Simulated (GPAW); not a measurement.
Wanted: an ASE script for a GPAW 26.7.0 run.

| Quantity | Value |
| --- | --- |
| Task | single point |
| Functional | PBE |
| Potentials or basis | GPAW PAW data sets (gpaw-data 1.2.1) |
| Cutoff | 600 eV |
| Basis | pw |
| k mesh | 8 × 8 × 6 |
| Occupations | fermi-dirac, width 0.05 eV |
| Spin | no spin polarisation |
| Maxiter | 120 |
| Convergence | default |

The structure of HfB2 lies in HfB2.xyz:

```xyz
3
Lattice="3.1400000000 0.0000000000 0.0000000000 -1.5700000000 2.7193197679 0.0000000000 0.0000000000 0.0000000000 3.4800000000" Properties=species:S:1:pos:R:3 pbc="T T T"
Hf     0.0000000000      0.0000000000      0.0000000000
B      1.5700000002      0.9064399225      1.7400000000
B     -0.0000000002      1.8128798454      1.7400000000
```

One way to write it, as run:

run.py

```python
from ase.dft.bandgap import bandgap
from ase.io import read, write
from ase.units import GPa
from gpaw import GPAW, PW

atoms = read('HfB2.xyz')

calc = GPAW(mode=PW(600),
            xc='PBE',
            kpts={'size': (8, 8, 6), 'gamma': True},
            occupations={'name': 'fermi-dirac', 'width': 0.05},
            nbands=20,
            maxiter=120,
            txt='gpaw.txt')
atoms.calc = calc
energy = atoms.get_potential_energy()
forces = atoms.get_forces()
stress = atoms.get_stress()
calc.write('gs.gpw')
write('result.traj', atoms)
print(f'Energy: {energy:.6f} eV')
print('Forces (eV/A):')
print(forces.round(4))
print('Stress (GPa):', (stress / GPa).round(3))
print('Fermi level:', round(calc.get_fermi_level(), 4), 'eV')
print(f'Gap: {bandgap(calc)[0]:.4f} eV, direct: {bandgap(calc, direct=True)[0]:.4f} eV')
```

Potentials or basis: GPAW PAW data sets (gpaw-data 1.2.1), pw.

Command:

```console
$ OMP_NUM_THREADS=1 python run.py
```

Results of the run:

The pressure is 2.2 GPa and the band gap on the k mesh is none (metal or under the smearing width).

Caveat: the cutoff is short for stress and forces, so pressures can be off by a GPa or more.

Run time: 14 s on 1 thread of Arm Neoverse V1, on a shared host, peak memory 0.17 GiB.
